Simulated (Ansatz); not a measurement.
Pressure coefficients of KCl

```cif
data_structure
_symmetry_space_group_name_H-M 'P 1'
_symmetry_Int_Tables_number 1
_cell_length_a 4.4634
_cell_length_b 4.4634
_cell_length_c 4.4634
_cell_angle_alpha 60.000
_cell_angle_beta 60.000
_cell_angle_gamma 60.000
_cell_volume 62.88
loop_
_atom_site_label
_atom_site_type_symbol
_atom_site_fract_x
_atom_site_fract_y
_atom_site_fract_z
_atom_site_occupancy
K1 K 0.00000 0.00000 0.00000 1
Cl1 Cl 0.50000 0.50000 0.50000 1
```

The runs use the primitive cell with vectors (0.000, 3.156, 3.156), (3.156, 0.000, 3.156), (3.156, 3.156, 0.000) Å, to which the k mesh refers.

Structure: COD 9003114, as refined from experiment and not relaxed.

Computed with DFT, PBEsol, all-electron LAPW, scalar-relativistic in Ansatz 0.2.0.

Numerical set-up: a Γ-centred 7×7×7 k mesh, Fermi–Dirac smearing of 0.03 eV, basis error target 0.5 meV/atom, no spin polarisation.

The cell is scaled evenly with fractional coordinates held. Semilocal gaps are too small, but their slopes carry over better.

```
V/V(cell)  P (GPa)  gap on the k mesh (eV)
   0.9600     0.15                   5.128
   0.9800    -0.23                   5.061
   0.9900    -0.40                   5.029
   1.0000    -0.56                   4.997
   1.0100    -0.71                   4.967
   1.0200    -0.85                   4.937
   1.0400    -1.11                   4.878
   1.0600    -1.34                   4.822
```

Task: From the rows at 0.9900 and 1.0100, what is the bulk modulus at the cell's volume?

Result: B = −ΔP/Δln V = −[(-0.71) − (-0.40)]/0.02000 = 15.5 GPa. This is the modulus at -0.56 GPa, not at zero pressure.

Task: What are the gap's volume deformation potential and pressure coefficient?

Result: dEg/dln V = (4.967 − 5.029)/0.02000 = -3.10 eV, and dEg/dP = −(dEg/dln V)/B = 200 meV/GPa: pressure widens the gap.

Task: Predict the row at V/V(cell) = 0.9400. How far is a linear estimate of P off?

Result: P = 0.58 GPa, gap 5.198 eV. The linear estimate P(cell) − B ln(V/V(cell)) = 0.40 GPa misses by 0.18 GPa, since the modulus grows under compression.
